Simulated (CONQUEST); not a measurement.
## Au under changes of volume

One of the cells (16.855 Å³/atom); the others are scaled copies at fixed shape and fractional positions:

```xyz
2
Lattice="2.8779 0.0000 0.0000 0.0000 2.8779 0.0000 0.0000 0.0000 4.0700" Properties=species:S:1:pos:R:3 pbc="T T T"
Au    0.0000    0.0000    0.0000
Au    1.4390    1.4390    2.0350
```

| Property | Result |
| --- | --- |
| Program | CONQUEST 1.3 |
| Functional | PBE |
| Potentials or basis | PseudoDojo NC PBE, SZ, grid of 32 × 32 × 40 points |
| k mesh | 9 × 9 × 7 |
| Occupations | fermi-dirac, width 0.05 eV |
| Spin | no spin polarisation |

| volume (Å³/atom) | energy over the lowest point (meV/atom) | pressure (GPa) |
| --- | --- | --- |
| 15.843 | 462.97 | 54.8 |
| 16.181 | ? | ? |
| 16.518 | 261.68 | 41.4 |
| 16.855 | 180.62 | 35.7 |
| 17.192 | 110.99 | 30.7 |
| 17.529 | 51.11 | 26.4 |
| 17.866 | 0.00 | 22.3 |

Problem. What does the run at 16.181 Å³/atom give?

Solution. Energy over the lowest point 355.28 meV/atom; pressure 47.7 GPa.

Worked out: A Birch-Murnaghan fit of order 3 (a polynomial in V^(-2/3)) to the other rows has no minimum within the range. It gives 355.06 meV/atom at 16.181 Å³/atom, against the run's 355.28, and -dE/dV = 47.6 GPa, against 47.7.

Energies are extrapolated to zero smearing.

Caveats: the atomic basis is small; the basis of atomic orbitals isn't converged, which shifts pressures, moduli and gaps; the real-space grid breaks the cell's symmetry a little.
